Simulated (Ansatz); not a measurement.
Os:

```
Os
1.0
     2.73410    0.00000    0.00000
    -1.36705    2.36780    0.00000
     0.00000    0.00000    4.31970
Os
2
Direct
  0.66667 0.33333 0.75000
  0.33333 0.66667 0.25000
```

Base run:

| Property | Result |
| --- | --- |
| Program | Ansatz 0.2.0 |
| Functional | LDA |
| Potentials or basis | Ansatz PAW |
| Cutoff | 420 eV (not typed: the program's choice for these potentials) |
| k mesh | 11 × 11 × 6 |
| Occupations | fermi-dirac, width 0.05 eV |
| Spin | no spin polarisation |

Its results: band gap on the k mesh none (metal or under the smearing width); pressure -8.6 GPa.

Question: After a change of settings the same cell gave: band gap on the k mesh none (metal or under the smearing width); pressure 1.0 GPa. Which change was it?
A. functional from LDA to m-r2SCAN; cutoff from 420 eV (not typed: the program's choice for these potentials) to 500 eV (not typed: the program's choice for these potentials)
B. functional from LDA to PBEsol
C. functional from LDA to PBE; k mesh from 11 × 11 × 6 to 8 × 8 × 5
D. functional from LDA to PBE; cutoff from 420 eV (not typed: the program's choice for these potentials) to 250 eV

Answer: A.

Caveats: spin-orbit coupling is left out, which moves the levels of the heavy elements; the PAW data sets come from PBE, with cores solved anew for the run's functional, which leaves a small shift of forces and pressure.

The runs don't all hold the same shells in valence.
